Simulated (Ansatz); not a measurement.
Wanted: the native input for an Ansatz 0.2.0 run.

```
Task                : relaxation of cell and atoms
Functional          : PBE
Dispersion          : D3(BJ)
Potentials or basis : Ansatz PAW
Cutoff              : 420 eV (not typed: the program's choice for these potentials)
k mesh              : 11 × 11 × 11
Occupations         : fermi-dirac, width 0.05 eV
Spin                : no spin polarisation
```

The system is NbP.

```xyz
4
Lattice="-1.6749 1.6749 5.7401 1.6749 -1.6749 5.7401 1.6749 1.6749 -5.7401" Properties=species:S:1:pos:R:3 pbc="T T T"
Nb    1.6749    0.0000    2.8687
Nb    0.0000    0.0000    5.7387
P     0.0000    1.6749    3.8200
P     0.0000    0.0000    0.9500
```

The cell is a database's computed one.

The input as run:

input.yaml

```yaml
crystal:
  lattice:
    - [-1.6749232544, 1.6749232544, 5.7401081759]
    - [1.6749232544, -1.6749232544, 5.7401081759]
    - [1.6749232544, 1.6749232544, -5.7401081759]
  atoms:
    - { symbol: Nb, position: [0.2498808, 0.7498808, 0.5] }
    - { symbol: Nb, position: [0.4998808, 0.4998808, 0.0] }
    - { symbol: P, position: [0.83274777, 0.33274777, 0.5] }
    - { symbol: P, position: [0.08274777, 0.08274777, 0.0] }
hamiltonian:
  xc: pbe
  pseudopotentials: { kind: paw }
  dispersion: d3bj
kpoints:
  mp_grid: { grid: [11, 11, 11] }
scf:
  occupations: { method: fermi_dirac, width: 0.05 }
output:
  forces: true
  stress: true
relax:
  f_tol: 0.01
  max_steps: 40
  cell: { stress_tol: 0.05 }
```

Potentials or basis: Ansatz PAW.

Run with:

```sh
$ ansatz run input.yaml --threads 2 --pin off --max-ram 5632MiB --backend cpu --events-out ev --progress --plain --runs-dir out
```

It gave:

* Relaxed volume: 15.47 Å³/atom
* Relaxed cell: a = 6.097 Å, b = 6.097 Å, c = 6.097 Å, α = 148.44°, β = 148.44°, γ = 45.23°
* Space group after relaxing (to 0.05 Å): I4_1md (No. 109)
* Energy gained by relaxing: 15.4 meV/atom
* Ionic steps: 5
* Pressure after relaxing: 0.0 GPa

Caveat: the plane-wave basis is chosen anew once the cell has moved, so the energies of steps on either side of that aren't comparable.

It took 18 s on 2 threads of Intel(R) Xeon(R) 6975P-C (Granite Rapids), with other jobs on the host, peak memory 0.55 GiB.
